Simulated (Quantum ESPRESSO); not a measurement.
Moving the choice of potentials or basis in Ge

The cell as given:

The structure is cubic, space group Fd-3m (No. 227). Conventional cell: a = 5.658 Å, b = 5.658 Å, c = 5.658 Å, α = 90.00°, β = 90.00°, γ = 90.00°. Ge (site symmetry -43m) is surrounded by 4 Ge at 2.45 Å.

Kept alike: task relaxation of cell and atoms; functional LDA; k mesh 8 × 8 × 8; occupations fermi-dirac, width 0.05 eV; no spin polarisation. Program: Quantum ESPRESSO. Cutoffs run from 612 to 1687 eV. The mesh is that of the run's cell of 2 atoms. No spin-orbit coupling.

```csv
choice of potentials or basis,volume (Å³/atom)
GBRV 1.5 LDA,22.150
JTH 2.0 LDA,22.306
PseudoDojo 0.4.1 SR LDA standard,22.185
PseudoDojo 0.4.1 SR LDA stringent,22.233
```

The relaxations keep at least the cell's symmetry (Fd-3m). For a metal such a mesh leaves the last digits unconverged. Relaxations stop with a little pressure left, so the last digits of a volume or edge aren't settled.

Problem. What does the choice of potentials or basis change here?

Solution. The volume runs from 22.150 (GBRV 1.5 LDA) to 22.306 Å³/atom (JTH 2.0 LDA). Measured: 22.64 Å³/atom at 298.15 K (COD entry, doi:10.1107/S0021889875010965); nearest JTH 2.0 LDA, 0.33 Å³/atom off. The runs are for a static lattice.
